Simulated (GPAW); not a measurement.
# How the k mesh moves the magnetism of free-standing triangular Ru monolayer, spacing 2.74 A

Aim: see how far moments and order energies of free-standing triangular Ru monolayer, spacing 2.74 A move with the k mesh, and what each rung costs.

Main program and level: GPAW 26.7.0; LDA; plane waves with GPAW's PAW setups, scalar-relativistic.

### Step 1. The starting structure

The cell holds 1 atom: 1 Ru. Cell: a = 2.740 Å, b = 2.740 Å, c = 14.000 Å, α = 90.0°, β = 90.0°, γ = 120.0°. model lattice. Vacuum lies along c.

As a file:

```cif
data_structure
_symmetry_space_group_name_H-M 'P 1'
_symmetry_Int_Tables_number 1
_cell_length_a 2.7400
_cell_length_b 2.7400
_cell_length_c 14.0000
_cell_angle_alpha 90.000
_cell_angle_beta 90.000
_cell_angle_gamma 120.000
_cell_volume 91.02
loop_
_atom_site_label
_atom_site_type_symbol
_atom_site_fract_x
_atom_site_fract_y
_atom_site_fract_z
_atom_site_occupancy
Ru1 Ru 0.00000 0.00000 0.50000 1
```

### Step 2. Rung 1 (mesh 4×4×1), start ferro +

The ladder starts at a coarse mesh; cost grows with the number of points.

order1.py reads:

```python
import json
import numpy as np
from ase import Atoms
from ase.parallel import paropen, parprint
from gpaw import GPAW

atoms = Atoms(['Ru'],
    cell=[[2.74, 0.0, 0.0],
         [-1.37, 2.37291, 0.0],
         [0.0, 0.0, 14.0]],
    scaled_positions=[[0.0, 0.0, 0.5]],
    pbc=True,
    magmoms=[1.5])
atoms.calc = GPAW(mode={'name': 'pw', 'ecut': 550},
    xc='LDA',
    kpts={'size': (4, 4, 1), 'gamma': True},
    occupations={'name': 'fermi-dirac', 'width': 0.1},
    convergence={'density': 1e-05, 'energy': 1e-05},
    maxiter=200,
    symmetry={'tolerance': 1e-4},
    txt='order1.txt')
e = atoms.get_potential_energy(force_consistent=True)
res = {'free_energy': e, 'energy_sigma0': atoms.get_potential_energy(), 'fermi_energy': atoms.calc.get_fermi_level()}
res['moments'] = atoms.get_magnetic_moments().tolist()
res['total'] = atoms.get_magnetic_moment()
parprint('site moments (muB):', np.round(res['moments'], 3))
parprint(f"total moment: {res['total']:.3f} muB")
parprint(f'free energy: {e:.6f} eV')
atoms.calc.write('order1.gpw')
with paropen('results.json', 'w') as f:
    json.dump(res, f)
```

Started as:

```bash
OMP_NUM_THREADS=1 python3 order1.py > order1.log
```

Numbers of over 12 decimals in the logs are rounded to 6 here.

Output:

```text
site moments (muB): [0.735]
total moment: 0.845 muB
free energy: -7.943146 eV

--- order1.txt ---
Input parameters:
  mode=PW(ecut=550),
  convergence={'density': 1e-05, 'energy': 1e-05},
  kpts=MonkhorstPack(size=(4, 4, 1), gamma=True),
  maxiter=200,
  occupations=Occupations(name='fermi-dirac', width=0.1),
  symmetry=Symmetry(tolerance=0.0001),
  xc=XC(name='LDA')

Diagonalizing LCAO Hamiltonian
Converting LCAO to pw mode

       Ru

Atoms  # Å, Bohr magnetons
|   | symbol |        x |        y |        z |    initial magnetic moments |
|---|--------|----------|----------|----------|-----------------------------|
| 0 |     Ru | 0.000000 | 0.000000 | 7.000000 | ( 0.0000,  0.0000,  1.5000) |

Unit cell  # Å
| periodic |         x |        y |         z |   lengths |     angles |
|----------|-----------|----------|-----------|-----------|------------|
|      yes |  2.740000 | 0.000000 |  0.000000 |  2.740000 |  90.000000 |
|      yes | -1.370000 | 2.372910 |  0.000000 |  2.740000 |  90.000000 |
|      yes |  0.000000 | 0.000000 | 14.000000 | 14.000000 | 119.999996 |

Number of symmetries: 24

BZ-sampling:
  Number of BZ points: 16
  Number of IBZ points: 4

  Monkhorst-Pack size: [4, 4, 1]
  Monkhorst-Pack shift: [0.125, 0.125, 0.0]

Plane wave coefficients: 2692
Cutoff: 550.0 eV

Spin-components: 2 (collinear spins)
Bands:           13
Projectors:      6
Spin-degeneracy: 1
Datatype:        complex128

Parallelization:
  kpt:    1
  domain: 1
  band:   1

Density:
  Valence electrons: 16.0
  Components: 2
  Grid points: [15 15 80]
  Charge: 0.0  # |e|

Potential:
  Grid points: [15 15 80]

[... setups left out ...]
Reference energy: -123123.414955  # eV

eigensolver:
  PPCG
  Converge bands: occupied
  niter=2

density mixing:
  MSR1-Mixer
  Pratt-step length: 0.05
  Maximum mixing coefficient: 0.75
  Old densities: 10
  SVD Regularization: 0.005
  Good broyden scale: 1.0
  Trust region scale: 1.0
  Backstep threshold: 4.0
  History deletion threshold: 6.0
  Fourier metric: weight=20.0, sigma=0.015

occupation numbers:
  Fermi-Dirac:
    width: 0.1000  # eV

poisson solver:
  ecut: 4400.0  # eV

xc functional:
  name: None

convergence criteria:
- Maximum integral of absolute [dens]ity change: 1e-05 electrons / valence electron
- Maximum [total energy] change in last 3 cyles: 1e-05 eV / valence electron
- Maximum integral of absolute [eigenst]ate change: 4e-08 eV^2 / valence electron
maximum number of iterations: 200

SCF iterations
|iter     |      energy | eigst |  dens |  magmom |
|---------|-------------|-------|-------|---------|
|iter:   1|       0s |   -8.152740 | +0.14 |       |  +1.4942|
|iter:   2|       0s |   -8.079164 | -1.17 | -1.02 |  +1.4864|
|iter:   3|       1s |   -7.868860 | -1.44 | -1.06 |  +1.4198|
|iter:   4|       1s |   -7.880115 | -2.44 | -1.40 |  +1.2569|
|iter:   5|       1s |   -7.893269 | -3.17 | -1.63 |  +1.0964|
|iter:   6|       1s |   -7.898345 | -3.54 | -1.89 |  +0.9243|
|iter:   7|       2s |   -7.899352 | -4.48 | -2.54 |  +0.8959|
|iter:   8|       2s |   -7.899495 | -4.68 | -2.63 |  +0.8502|
|iter:   9|       2s |   -7.899590 | -5.31 | -3.08 |  +0.8469|
|iter:  10|       2s |   -7.899546c| -6.17 | -3.83 |  +0.8457|
|iter:  11|       3s |   -7.899544c| -6.72 | -4.24 |  +0.8456|
|iter:  12|       3s |   -7.899542c| -7.17 | -4.73 |  +0.8455|
|iter:  13|       3s |   -7.899541c| -7.55c| -5.17c|  +0.8453|

Converged in 13 steps
Energy contributions relative to reference atoms: (reference = -123123.414955)

Energy contributions:
  Kinetic:         -16.919270
  Coulomb:          11.246705
  Zero:             -0.221767
  External:          0.000000
  Xc:               -1.961603
  Entropy:          -0.087211
  Spinorbit:         0.000000
  ----------------------------
  Free energy:      -7.943146
  Extrapolated:     -7.899541

dipole moment: (-4.799765, -8.313438, 0.000000)  # |e|*Ang

Total magnetic moment: (0.000000, 0.000000, 0.845317)

Local magnetic moments
|        x |        y |        z |
|----------|----------|----------|
| 0.000000 | 0.000000 | 0.734511 |  # Ru   0

Fermi level: -3.269
Eigenvalues  # (at kpt = [0.000, 0.000, 0.000])
| band index |      eig [eV] | occ [0-1] |      eig [eV] | occ [0-1] |
|------------|---------------|-----------|---------------|-----------|
|          0 |       -75.718 |     1.000 |       -75.213 |     1.000 |
|          1 |       -45.749 |     1.000 |       -45.132 |     1.000 |
|          2 |       -45.403 |     1.000 |       -44.921 |     1.000 |
|          3 |       -45.403 |     1.000 |       -44.921 |     1.000 |
|          4 |        -8.043 |     1.000 |        -7.783 |     1.000 |
|          5 |        -4.926 |     1.000 |        -4.367 |     1.000 |
|          6 |        -4.776 |     1.000 |        -4.367 |     1.000 |
|          7 |        -4.776 |     1.000 |        -4.271 |     1.000 |
|          8 |        -2.621 |     0.002 |        -2.159 |     0.000 |
|          9 |        -2.621 |     0.002 |        -2.159 |     0.000 |
|         10 |        -1.669 |     0.000 |        -1.443 |     0.000 |
|         11 |         2.467 |     0.000 |         2.510 |     0.000 |
|         12 |         3.462 |     0.000 |         3.490 |     0.000 |

No gap
No difference between direct/indirect transitions
```

Elapsed: 6.3 s, on 1 MPI rank of Intel Xeon Platinum 8488C (Sapphire Rapids), shared host; peak memory 0.17 GiB.

This step gave:

| Quantity | Value |
| --- | --- |
| magnetization | 0.8453 μB |
| final state | ferromagnetic |
| largest moment | 0.7345 μB |

After 13 cycles the largest moment stands at 0.735 μB.

### Step 3. Rung 1 (mesh 4×2×1), start antiferro q=(0,1/2,0) +-

The second start gives the energy difference between the two end states, the quantity that is followed up the ladder. Its q is in fractions of the reciprocal vectors of the first run's cell.

order2.py is the script of step 2 with these lines changed:

```diff
@@ -6,12 +6,13 @@
 
-atoms = Atoms(['Ru'],
+atoms = Atoms(['Ru', 'Ru'],
     cell=[[2.74, 0.0, 0.0],
-         [-1.37, 2.37291, 0.0],
+         [-2.74, 4.74582, 0.0],
          [0.0, 0.0, 14.0]],
-    scaled_positions=[[0.0, 0.0, 0.5]],
+    scaled_positions=[[0.0, 0.0, 0.5],
+         [0.0, 0.5, 0.5]],
     pbc=True,
-    magmoms=[1.5])
+    magmoms=[1.5, -1.5])
 atoms.calc = GPAW(mode={'name': 'pw', 'ecut': 550},
     xc='LDA',
-    kpts={'size': (4, 4, 1), 'gamma': True},
+    kpts={'size': (4, 2, 1), 'gamma': True},
     occupations={'name': 'fermi-dirac', 'width': 0.1},
@@ -20,3 +21,3 @@
     symmetry={'tolerance': 1e-4},
-    txt='order1.txt')
+    txt='order2.txt')
 e = atoms.get_potential_energy(force_consistent=True)
@@ -28,3 +29,3 @@
 parprint(f'free energy: {e:.6f} eV')
-atoms.calc.write('order1.gpw')
+atoms.calc.write('order2.gpw')
 with paropen('results.json', 'w') as f:
```

Started as:

```bash
OMP_NUM_THREADS=1 python3 order2.py > order2.log
```

Output:

```text
site moments (muB): [ 0.832 -0.832]
total moment: 0.000 muB
free energy: -15.854375 eV

--- order2.txt ---
Input parameters:
  mode=PW(ecut=550),
  convergence={'density': 1e-05, 'energy': 1e-05},
  kpts=MonkhorstPack(size=(4, 2, 1), gamma=True),
  maxiter=200,
  occupations=Occupations(name='fermi-dirac', width=0.1),
  symmetry=Symmetry(tolerance=0.0001),
  xc=XC(name='LDA')

Diagonalizing LCAO Hamiltonian
Converting LCAO to pw mode

         Ru
          Ru

Atoms  # Å, Bohr magnetons
|   | symbol |         x |        y |        z |    initial magnetic moments |
|---|--------|-----------|----------|----------|-----------------------------|
| 0 |     Ru |  0.000000 | 0.000000 | 7.000000 | ( 0.0000,  0.0000,  1.5000) |
| 1 |     Ru | -1.370000 | 2.372910 | 7.000000 | ( 0.0000,  0.0000, -1.5000) |

Number of symmetries: 4

BZ-sampling:
  Number of BZ points: 8
  Number of IBZ points: 6

  Monkhorst-Pack size: [4, 2, 1]
  Monkhorst-Pack shift: [0.125, 0.25, 0.0]

Plane wave coefficients: 5384
Cutoff: 550.0 eV

Spin-components: 2 (collinear spins)
Bands:           24
Projectors:      12
Spin-degeneracy: 1
Datatype:        complex128

Parallelization:
  kpt:    1
  domain: 1
  band:   1

Density:
  Valence electrons: 32.0
  Components: 2
  Grid points: [15 30 80]
  Charge: 0.0  # |e|

Potential:
  Grid points: [15 30 80]

[... setups left out ...]
Reference energy: -246246.829911  # eV

convergence criteria:
- Maximum integral of absolute [dens]ity change: 1e-05 electrons / valence electron
- Maximum [total energy] change in last 3 cyles: 1e-05 eV / valence electron
[...]
|iter:  13|      17s |  -15.752446c| -7.09 | -4.53 |  -0.0000|
|iter:  14|      18s |  -15.752431c| -7.48c| -4.88 |  +0.0000|
|iter:  15|      19s |  -15.752432c| -7.74c| -5.34c|  +0.0000|

Converged in 15 steps
Energy contributions relative to reference atoms: (reference = -246246.829911)

Energy contributions:
  Kinetic:         -32.694380
  Coulomb:          21.672972
  Zero:             -0.456663
  External:          0.000000
  Xc:               -4.172418
  Entropy:          -0.203885
  Spinorbit:         0.000000
  ----------------------------
  Free energy:     -15.854375
  Extrapolated:    -15.752432

dipole moment: (-9.595105, -16.619211, 0.000003)  # |e|*Ang

Total magnetic moment: (0.000000, 0.000000, 0.000000)

Local magnetic moments
|        x |        y |         z |
|----------|----------|-----------|
| 0.000000 | 0.000000 |  0.831772 |  # Ru   0
| 0.000000 | 0.000000 | -0.831772 |  # Ru   1

Fermi level: -3.043
Eigenvalues  # (at kpt = [0.000, 0.000, 0.000])
| band index |      eig [eV] | occ [0-1] |      eig [eV] | occ [0-1] |
|------------|---------------|-----------|---------------|-----------|
|          0 |       -75.585 |     1.000 |       -75.585 |     1.000 |
|        ... |               |           |               |           |
|          6 |       -44.955 |     1.000 |       -44.955 |     1.000 |
|          7 |       -44.812 |     1.000 |       -44.812 |     1.000 |
|          8 |        -7.818 |     1.000 |        -7.818 |     1.000 |
|          9 |        -7.056 |     1.000 |        -7.056 |     1.000 |
[...]
|         19 |        -0.889 |     0.000 |        -0.889 |     0.000 |
|         20 |         0.336 |     0.000 |         0.336 |     0.000 |
|         21 |         2.476 |     0.000 |         2.476 |     0.000 |
|        ... |               |           |               |           |
|         23 |         4.097 |     0.000 |         4.097 |     0.000 |

No gap
No difference between direct/indirect transitions
```

It took 24 s on 1 MPI rank; peak memory 0.23 GiB.

Numbers from this step:

| Property | Result |
| --- | --- |
| magnetization | 0 μB |
| final state | antiferromagnetic |
| largest moment | 0.8318 μB |

This start lies +16.0 meV a seeded atom from the first; its largest moment is 0.832 μB.

### Step 4. Rung 2 (mesh 6×6×1), start ferro +

order1.py is the script of step 2 with these lines changed:

```diff
@@ -15,3 +15,3 @@
     xc='LDA',
-    kpts={'size': (4, 4, 1), 'gamma': True},
+    kpts={'size': (6, 6, 1), 'gamma': True},
     occupations={'name': 'fermi-dirac', 'width': 0.1},
```

Started as:

```bash
OMP_NUM_THREADS=1 python3 order1.py > order1.log
```

Output:

```text
site moments (muB): [0.294]
total moment: 0.342 muB
free energy: -7.741746 eV

--- order1.txt ---
Input parameters:
  mode=PW(ecut=550),
  convergence={'density': 1e-05, 'energy': 1e-05},
  kpts=MonkhorstPack(size=(6, 6, 1), gamma=True),
  maxiter=200,
  occupations=Occupations(name='fermi-dirac', width=0.1),
  symmetry=Symmetry(tolerance=0.0001),
  xc=XC(name='LDA')

Diagonalizing LCAO Hamiltonian
[...]
|          3 |       -44.822 |     1.000 |       -44.658 |     1.000 |
|          4 |        -7.785 |     1.000 |        -7.707 |     1.000 |
[...]
|          9 |        -2.150 |     0.000 |        -1.947 |     0.000 |
|         10 |        -1.584 |     0.000 |        -1.472 |     0.000 |
|         11 |         2.447 |     0.000 |         2.467 |     0.000 |
|         12 |         3.432 |     0.000 |         3.445 |     0.000 |

No gap
No difference between direct/indirect transitions


[key lines of the parts left out:]
Free energy:      -7.741746
Converged in 19 steps
dipole moment: (-4.772932, -8.266962, 0.000000)  # |e|*Ang
Fermi level: -2.912
```

Elapsed: 11 s, on 1 MPI rank; peak memory 0.17 GiB.

This step gave:

```
magnetization  : 0.3420 μB
final state    : ferromagnetic
largest moment : 0.2940 μB
```

The largest moment moves by -0.44 μB from rung 1, at 1.7 times its CPU time.

### Step 5. Rung 2 (mesh 6×3×1), start antiferro q=(0,1/2,0) +-

order2.py is the script of step 3 with these lines changed:

```diff
@@ -16,3 +16,3 @@
     xc='LDA',
-    kpts={'size': (4, 2, 1), 'gamma': True},
+    kpts={'size': (6, 3, 1), 'gamma': True},
     occupations={'name': 'fermi-dirac', 'width': 0.1},
```

Started as:

```bash
OMP_NUM_THREADS=1 python3 order2.py > order2.log
```

Output:

```text
site moments (muB): [ 0.296 -0.296]
total moment: -0.000 muB
free energy: -15.479868 eV

--- order2.txt ---
Input parameters:
  mode=PW(ecut=550),
  convergence={'density': 1e-05, 'energy': 1e-05},
  kpts=MonkhorstPack(size=(6, 3, 1), gamma=True),
  maxiter=200,
  occupations=Occupations(name='fermi-dirac', width=0.1),
  symmetry=Symmetry(tolerance=0.0001),
  xc=XC(name='LDA')

Diagonalizing LCAO Hamiltonian
[...]
|          9 |        -6.916 |     1.000 |        -6.916 |     1.000 |
[...]
|         19 |        -0.681 |     0.000 |        -0.681 |     0.000 |
|         20 |         0.362 |     0.000 |         0.362 |     0.000 |
|         21 |         2.456 |     0.000 |         2.456 |     0.000 |
|        ... |               |           |               |           |
|         23 |         4.090 |     0.000 |         4.090 |     0.000 |

No gap
No difference between direct/indirect transitions


[key lines of the parts left out:]
Free energy:     -15.479868
Converged in 18 steps
dipole moment: (-9.545933, -16.534044, 0.000003)  # |e|*Ang
Fermi level: -2.878
```

It took 44 s on 1 MPI rank; peak memory 0.26 GiB.

Read from the output:

```
magnetization  : 0 μB
final state    : antiferromagnetic
largest moment : 0.2962 μB
```

This start lies +1.8 meV a seeded atom from the first, a change of -14.1 meV since rung 1; its largest moment is 0.296 μB.

### Step 6. Rung 3 (mesh 8×8×1), start ferro +

order1.py is the script of step 4 with these lines changed:

```diff
@@ -15,3 +15,3 @@
     xc='LDA',
-    kpts={'size': (6, 6, 1), 'gamma': True},
+    kpts={'size': (8, 8, 1), 'gamma': True},
     occupations={'name': 'fermi-dirac', 'width': 0.1},
```

Started as:

```bash
OMP_NUM_THREADS=1 python3 order1.py > order1.log
```

Output:

```text
site moments (muB): [1.46]
total moment: 1.658 muB
free energy: -7.845665 eV

--- order1.txt ---
Input parameters:
  mode=PW(ecut=550),
  convergence={'density': 1e-05, 'energy': 1e-05},
  kpts=MonkhorstPack(size=(8, 8, 1), gamma=True),
  maxiter=200,
  occupations=Occupations(name='fermi-dirac', width=0.1),
  symmetry=Symmetry(tolerance=0.0001),
  xc=XC(name='LDA')

Diagonalizing LCAO Hamiltonian
[...]
|          3 |       -45.184 |     1.000 |       -44.254 |     1.000 |
|          4 |        -7.999 |     1.000 |        -7.513 |     1.000 |
[...]
|          9 |        -2.562 |     0.060 |        -1.433 |     0.000 |
|         10 |        -1.703 |     0.000 |        -1.306 |     0.000 |
|         11 |         2.421 |     0.000 |         2.492 |     0.000 |
|         12 |         3.410 |     0.000 |         3.469 |     0.000 |

No gap
No difference between direct/indirect transitions


[key lines of the parts left out:]
Free energy:      -7.845665
Converged in 13 steps
dipole moment: (-4.774778, -8.270159, 0.000000)  # |e|*Ang
Fermi level: -2.837
```

Wall time 10 s (1 MPI rank); peak memory 0.18 GiB.

This step gave:

- magnetization: 1.658 μB
- final state: ferromagnetic
- largest moment: 1.460 μB

The largest moment moves by +1.17 μB from rung 2, at 0.92 times its CPU time.

### Step 7. Rung 3 (mesh 8×4×1), start antiferro q=(0,1/2,0) +-

order2.py is the script of step 5 with these lines changed:

```diff
@@ -16,3 +16,3 @@
     xc='LDA',
-    kpts={'size': (6, 3, 1), 'gamma': True},
+    kpts={'size': (8, 4, 1), 'gamma': True},
     occupations={'name': 'fermi-dirac', 'width': 0.1},
```

Started as:

```bash
OMP_NUM_THREADS=1 python3 order2.py > order2.log
```

Output:

```text
site moments (muB): [ 0.846 -0.846]
total moment: -0.000 muB
free energy: -15.527135 eV

--- order2.txt ---
Input parameters:
  mode=PW(ecut=550),
  convergence={'density': 1e-05, 'energy': 1e-05},
  kpts=MonkhorstPack(size=(8, 4, 1), gamma=True),
  maxiter=200,
  occupations=Occupations(name='fermi-dirac', width=0.1),
  symmetry=Symmetry(tolerance=0.0001),
  xc=XC(name='LDA')

Diagonalizing LCAO Hamiltonian
[...]
|          9 |        -7.087 |     1.000 |        -7.087 |     1.000 |
[...]
|         19 |        -0.847 |     0.000 |        -0.847 |     0.000 |
|         20 |         0.249 |     0.000 |         0.249 |     0.000 |
|         21 |         2.476 |     0.000 |         2.476 |     0.000 |
|        ... |               |           |               |           |
|         23 |         4.105 |     0.000 |         4.105 |     0.000 |

No gap
No difference between direct/indirect transitions


[key lines of the parts left out:]
Free energy:     -15.527135
Converged in 15 steps
dipole moment: (-9.558354, -16.555557, 0.000003)  # |e|*Ang
Fermi level: -2.949
```

Wall time 62 s (1 MPI rank); peak memory 0.3 GiB.

Numbers from this step:

```
magnetization  : 0 μB
final state    : antiferromagnetic
largest moment : 0.8459 μB
```

This start lies +82.1 meV a seeded atom from the first, a change of +80.3 meV since rung 2; its largest moment is 0.846 μB.

### Step 8. Rung 4 (mesh 10×10×1), start ferro +

order1.py is the script of step 6 with these lines changed:

```diff
@@ -15,3 +15,3 @@
     xc='LDA',
-    kpts={'size': (8, 8, 1), 'gamma': True},
+    kpts={'size': (10, 10, 1), 'gamma': True},
     occupations={'name': 'fermi-dirac', 'width': 0.1},
```

Started as:

```bash
OMP_NUM_THREADS=1 python3 order1.py > order1.log
```

Output:

```text
site moments (muB): [1.171]
total moment: 1.375 muB
free energy: -7.824188 eV

--- order1.txt ---
Input parameters:
  mode=PW(ecut=550),
  convergence={'density': 1e-05, 'energy': 1e-05},
  kpts=MonkhorstPack(size=(10, 10, 1), gamma=True),
  maxiter=200,
  occupations=Occupations(name='fermi-dirac', width=0.1),
  symmetry=Symmetry(tolerance=0.0001),
  xc=XC(name='LDA')

Diagonalizing LCAO Hamiltonian
[...]
|          3 |       -45.146 |     1.000 |       -44.438 |     1.000 |
|          4 |        -7.939 |     1.000 |        -7.553 |     1.000 |
[...]
|          9 |        -2.527 |     0.014 |        -1.606 |     0.000 |
|         10 |        -1.707 |     0.000 |        -1.301 |     0.000 |
|         11 |         2.422 |     0.000 |         2.493 |     0.000 |
|         12 |         3.413 |     0.000 |         3.474 |     0.000 |

No gap
No difference between direct/indirect transitions


[key lines of the parts left out:]
Free energy:      -7.824188
Converged in 13 steps
dipole moment: (-4.781022, -8.280975, 0.000000)  # |e|*Ang
Fermi level: -2.955
```

It took 12 s on 1 MPI rank; peak memory 0.18 GiB.

Read from the output:

* magnetization: 1.375 μB
* final state: ferromagnetic
* largest moment: 1.171 μB

The largest moment moves by -0.29 μB from rung 3, at 1.2 times its CPU time.

(Continued in part 2 of 2.)

[Logs and program files are shortened in this print: banners, set-up blocks, solver, clock and traceback lines can be left out without a mark of their own.]

[Logs are printed without paths, hosts, clocks, repeated set-up lines and the standing remarks that a program may print on its own settings, such as how far it seeks lower states.]

[Hosts, paths, dates, database ids (printed as entryN), source tags and the programs' standing remarks are cut or masked in the printed files.]

[Where a cell is said to come from a database of computed structures, the database is the Materials Project.]
